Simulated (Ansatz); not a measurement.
## Zone-centre phonons of ZrN at 20 GPa: input and output

Level of theory: DFT PBE, scalar-relativistic, plane waves, PAW in Ansatz.

Launched with:
```bash
ansatz run input.yaml --threads 1 --pin off --max-ram 3072MiB --backend cpu --events-out ev --progress --plain --runs-dir out
```

Input (bare energies are in eV):
```yaml
crystal:
  lattice:
    - [0.0, 2.2453773431, 2.2453773431]
    - [2.2453773431, 0.0, 2.2453773431]
    - [2.2453773431, 2.2453773431, 0.0]
  atoms:
    - { symbol: Zr, position: [0.0, 0.0, 0.0] }
    - { symbol: "N", position: [0.5, 0.5, 0.5] }
basis:
  ecutwfc: 420
kpoints:
  mp_grid: { grid: [16, 16, 16] }
hamiltonian:
  xc: pbe
scf:
  occupations: { method: fermi_dirac, width: 0.15 }
output:
  eigenvalues: true
phonons:
  method: dfpt
  eigenvectors: true
```

Results section of the output:
```
--- Phonons (Γ-DFPT): 2 representative perturbations + reference, on 349 of 4096 k-points (Σ response iterations 6) ---
  k mesh reduced under 8 symmetry operations, with k and −k counted as one. Each operation leaves every solved perturbation unchanged. A smaller set is not used because it would not reduce the number of displacements ...
  ASR residual: 3.698e-4 → 0.000e0 eV/Å²; symmetrization residual: 1.440e-6 eV/Å²
  ASR residual per site (eV/Å²): 3.70e-4 8.89e-5
  Γ frequencies (cm⁻¹): 0.00 0.00 0.00 542.38 542.38 542.38
  non-analytic LO–TO correction: not included (Born effective charges unavailable; polar crystals: no LO–TO splitting at Γ)
```

It took 27 s on 1 thread of Intel(R) Xeon(R) Processor @ 2.70GHz, on a shared host, peak memory 0.65 GiB.

In a metal, frequencies and elastic constants depend on the k mesh and the smearing, soft modes and shear constants most. Other phases may be more stable at this pressure.